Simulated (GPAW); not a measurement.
Write an ASE script for GPAW 26.7.0 that does the following.

```
Task                : equation of state
Functional          : vdW-DF-cx
Potentials or basis : GPAW PAW data sets (gpaw-data 1.2.1)
Cutoff              : 800 eV
Basis               : pw
k mesh              : 7 × 7 × 7
Occupations         : fermi-dirac, width 0.05 eV
Spin                : no spin polarisation
Maxiter             : 150
Eos scales          : [0.94, 0.96, 0.98, 1.0, 1.02, 1.04, 1.06]
```

MgSe:

```
Se Mg
1.0
     0.00000    2.72550    2.72550
     2.72550    0.00000    2.72550
     2.72550    2.72550    0.00000
Se Mg
1 1
Direct
  0.50000 0.50000 0.50000
  0.00000 0.00000 0.00000
```

These files were run (other wordings do the same):

run.py

```python
from ase.eos import EquationOfState
from ase.io import Trajectory
from ase.spacegroup import crystal
from ase.units import GPa
from gpaw import GPAW, PW

# Se 4b
# Mg 4a
atoms = crystal(['Se', 'Mg'],
                basis=[[0.5, 0.0, 0.0],
                       [0.0, 0.0, 0.0]],
                spacegroup=225, setting=1,  # Fm-3m
                cellpar=[5.451, 5.451, 5.451, 90.0, 90.0, 90.0],
                primitive_cell=True)

traj = Trajectory('eos.traj', 'w')
volumes, energies = [], []
for x in [0.94, 0.96, 0.98, 1.0, 1.02, 1.04, 1.06]:
    a = atoms.copy()
    a.set_cell(atoms.cell * x**(1 / 3), scale_atoms=True)
    calc = GPAW(mode=PW(800),
                xc={'name': 'vdW-DF-cx', 'backend': 'libvdwxc'},
                kpts={'size': (7, 7, 7), 'gamma': True},
                occupations={'name': 'fermi-dirac', 'width': 0.05},
                nbands=16,
                convergence={'density': 1e-05, 'energy': 1e-05},
                maxiter=150,
                txt=f'eos-{x:.2f}.txt')
    a.calc = calc
    energies.append(a.get_potential_energy(force_consistent=True))
    volumes.append(a.get_volume())
    calc.write(f'eos-{x:.2f}.gpw')
    traj.write(a)
    print(f'{x:.2f} {volumes[-1]:10.4f} A^3 {energies[-1]:14.6f} eV', flush=True)

v0, e0, B = EquationOfState(volumes, energies, eos='birchmurnaghan').fit()
print(f'V0 = {v0:.4f} A^3, E0 = {e0:.6f} eV, B0 = {B / GPa:.2f} GPa')
```

Potentials or basis: GPAW PAW data sets (gpaw-data 1.2.1), pw.

Command:

```console
$ OMP_NUM_THREADS=1 python run.py
```

It gave:

The equilibrium volume is 20.68 Å³/atom and the bulk modulus is 64 GPa. The pressure derivative of the bulk modulus is 3.9.

Caveat: the PAW data sets were made with another functional, which shifts forces and pressure a little.

Wall time 78 s on 1 thread of Arm Neoverse V2, with other jobs on the host, peak memory 0.34 GiB.
